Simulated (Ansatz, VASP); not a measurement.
# Two plane-wave programs on HfO2

```
CELL_PARAMETERS angstrom
4.65296 0.00000 0.00000
0.00000 4.65296 0.00000
0.00000 0.00000 3.15708
ATOMIC_POSITIONS crystal
Hf 0.00000 0.00000 0.00000
Hf 0.50000 0.50000 0.50000
O 0.30444 0.30444 0.00000
O 0.69556 0.69556 0.00000
O 0.80444 0.19556 0.50000
O 0.19556 0.80444 0.50000
```

Alike in both runs: functional PBE; k mesh 7 × 7 × 11; occupations fermi-dirac, width 0.1 eV; no spin polarisation.

Ansatz relaxed the structure, and its values are those at the end. VASP's run is a single point on that final structure, the one shown.

|  | VASP | Ansatz |
| --- | --- | --- |
| version | VASP 6.6.1 | Ansatz 0.2.0 |
| potentials or method | VASP PAW PBE potentials, release 64 (Hf_pv, O) | PAW with Ansatz's default frozen-core files, scalar-relativistic |
| plane-wave cutoff (eV) | 520 | 420 |
| valence electrons in the cell | 44 | 76 |

|  | VASP | Ansatz | Ansatz less VASP |
| --- | --- | --- | --- |
| gap on the k mesh at the Fermi level (eV) | 4.29 | 4.34 | +0.057 |
| rms of the force components (eV/Å) | 0.023 | 0.000 | -0.0226 |

The functional is the same, so the differences come from potentials, cutoffs and numerics. The two sets of potentials don't hold the same shells in valence.

Caveats: spin-orbit coupling is left out, which moves the levels of the heavy elements; an odd mesh through Γ misses points on the zone boundary, where band edges often lie.
